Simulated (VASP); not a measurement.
Write the native input for VASP 6.6.1 that does the following.

```yaml
Task: relaxation of shape and atoms at fixed volume
Functional: LDA
Potentials_or_basis: VASP PAW LDA potentials, release 64 (Ti_sv)
Cutoff: 600 eV
k_mesh: 15 × 15 × 8
Occupations: methfessel-paxton, width 0.1 eV
Spin: no spin polarisation
Further_INCAR_settings: ALGO = Normal; EDIFF = 1e-07; IBRION = 2; EDIFFG = -0.01; NSW = 40; ISIF = 4
```

The structure of Ti lies in POSCAR:

```
Ti                                      
1.0
    2.8062221678      0.0000000000      0.0000000000
   -1.4031110839      2.4302596860      0.0000000000
    0.0000000000      0.0000000000      4.4302166506
  Ti            
     2
Direct
     0.3333333332999970    0.6666666667000030    0.2500000000000000
     0.6666666667000030    0.3333333332999970    0.7500000000000000
```

The cell isn't the ideal one: a relaxed cell with its volume scaled by 0.94.

The input as run:

INCAR

```
SYSTEM = Ti
PREC = Accurate
ENCUT = 600
EDIFF = 1E-7
ISMEAR = 1
SIGMA = 0.1
LREAL = .FALSE.
LASPH = .TRUE.
NELM = 80
ALGO = Normal
ISIF = 4
LWAVE = .FALSE.
LCHARG = .FALSE.
GGA = CA
IBRION = 2
NSW = 40
EDIFFG = -0.01
```

KPOINTS

```
Automatic mesh
0
G
  15 15 8
  0 0 0
```

Potentials or basis: VASP PAW LDA potentials, release 64 (Ti_sv).

Run with:

```sh
$ cat potpaw_LDA.64/Ti_sv/POTCAR > POTCAR
$ mpirun -np 1 vasp_std > vasp.out
```

It gave:

```json
{
 "Energy gained by relaxing": "0.1 meV/atom",
 "Ionic steps": "3",
 "Pressure after relaxing": "8.7 GPa",
 "Band gap on the k mesh": "none (metal or under the smearing width)"
}
```

It took 48 s on 1 thread of Intel(R) Xeon(R) 6975P-C (Granite Rapids), with other jobs on the host, peak memory 0.19 GiB.
